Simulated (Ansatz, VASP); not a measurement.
# CdSe (Cadmoselite) in VASP and in Ansatz

INCAR

```
  ALGO = Normal
  EDIFF = 1E-7
  ENCUT = 520
  GGA = PE
  ISIF = 2
  ISMEAR = -1
  LASPH = True
  LCHARG = False
  LREAL = False
  LWAVE = False
  NBANDS = 26
  NELM = 60
  PREC = Accurate
  SIGMA = 0.05
```

KPOINTS

```
k-points
0
Gamma
  7 7 4
```

Contents of POSCAR:

```
CdSe
1.0
    4.2122202675      0.0000000000      0.0000000000
   -2.1061101337      3.6478897580      0.0000000000
    0.0000000000      0.0000000000      6.8766944832
Cd Se
2 2
Direct
    0.6666666667      0.3333333333      0.5000000000
    0.3333333333      0.6666666667      0.0000000000
    0.6666666667      0.3333333333      0.8850000000
    0.3333333333      0.6666666667      0.3850000000
```

The input input.yaml:

```yaml
crystal:
  lattice:
    - [4.2122202675, 0.0, 0.0]
    - [-2.1061101337, 3.647889758, 0.0]
    - [0.0, 0.0, 6.8766944832]
  atoms:
    - { symbol: Cd, position: [0.6666666667, 0.3333333333, 0.5] }
    - { symbol: Cd, position: [0.3333333333, 0.6666666667, 0.0] }
    - { symbol: Se, position: [0.6666666667, 0.3333333333, 0.885] }
    - { symbol: Se, position: [0.3333333333, 0.6666666667, 0.385] }
hamiltonian:
  xc: pbe
  pseudopotentials: { kind: paw }
kpoints:
  mp_grid: { grid: [7, 7, 4] }
scf:
  occupations: { method: fermi_dirac, width: 0.05 }
output:
  forces: true
  stress: true
  eigenvalues: true
```

Change from the starting cell: volume scaled by 0.94.

Alike in both runs: task single point; functional PBE; k mesh 7 × 7 × 4; occupations fermi-dirac, width 0.05 eV; no spin polarisation.

```csv
,VASP,Ansatz
version,VASP 6.6.1,Ansatz 0.2.0
potentials or method,"VASP PAW PBE potentials, release 64 (Cd, Se)",Ansatz PAW
plane-wave cutoff (eV),520,420
valence electrons in the cell,36,72
```

|  | VASP | Ansatz | Ansatz less VASP |
| --- | --- | --- | --- |
| gap on the k mesh at the Fermi level (eV) | 0.84 | 0.83 | -0.003 |
| least direct gap on the mesh (eV) | 0.84 | 0.83 | -0.003 |
| pressure (GPa) | 7.6 | 7.1 | -0.43 |
| largest component of the traceless stress (GPa) | 2.00 | 1.93 | -0.069 |
| rms of the force components (eV/Å) | 0.209 | 0.202 | -0.0070 |

Atom by atom the forces differ by 0.007 eV/Å (rms over components). The two sets of potentials don't hold the same shells in valence.

Caveats: odd divisions of the mesh miss points on the zone boundary, where band edges often lie, so the gap on the mesh can be too wide (Ansatz).
